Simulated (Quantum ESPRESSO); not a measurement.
The system is SiC (Moissanite).

```
Si C
1.0
     3.07600    0.00000    0.00000
    -1.53800    2.66389    0.00000
     0.00000    0.00000    5.04800
Si C
2 2
Direct
  0.66667 0.33333 0.50000
  0.33333 0.66667 0.00000
  0.66667 0.33333 0.88500
  0.33333 0.66667 0.38500
```

Base run:

```yaml
Program: Quantum ESPRESSO 7.5
Functional: SOGGA
Potentials_or_basis: PseudoDojo 0.4.1 SR PBE standard
Cutoff: 1116 eV
Density_cutoff: 4463 eV
k_mesh: 10 × 10 × 5
Occupations: fermi-dirac, width 0.05 eV
Spin: no spin polarisation
```

Its results: band gap on the k mesh 2.22 eV, indirect (least direct gap 3.87 eV); pressure -0.1 GPa; largest force 0.760 eV/Å.

Problem. The run is repeated on the same cell with these changes: functional from SOGGA to HCTH. What comes out?

Solution. Band gap on the k mesh 2.93 eV, indirect (least direct gap 4.42 eV); pressure 1.6 GPa; largest force 0.745 eV/Å.

Caveats: the potentials were made for another functional, which shifts forces and pressure; the mesh misses the band edges, which the band path finds closer together; SOGGA exchange is joined with the correlation of PBE here (some runs).

Not every run made on this cell is shown here.
